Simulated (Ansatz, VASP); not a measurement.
One calculation of F, two programs

```
F
1.0
     0.00000    2.21841    2.21841
     2.21841    0.00000    2.21841
     2.21841    2.21841    0.00000
F
2
Direct
  0.87500 0.87500 0.87500
  0.12500 0.12500 0.12500
```

Alike in both runs: functional PBE; k mesh 14 × 14 × 14; occupations fermi-dirac, width 0.08 eV; no spin polarisation.

Ansatz relaxed the structure, and its values are those at the end. VASP's run is a single point on that final structure, the one shown.

|  | VASP | Ansatz |
| --- | --- | --- |
| version | VASP 6.6.1 | Ansatz 0.2.0 |
| potentials or method | VASP PAW PBE potentials, release 64 (F), cutoff 520 eV | all-electron LAPW, scalar-relativistic |

|  | VASP | Ansatz | Ansatz less VASP |
| --- | --- | --- | --- |
| pressure (GPa) | 22.5 | 23.0 | +0.50 |

Ansatz ran all-electron here, so the differences hold the error of VASP's frozen core and of both bases.

Caveats: so large a pressure means that the cell lies far from this level's equilibrium, or that cutoff or potentials fall short (VASP).
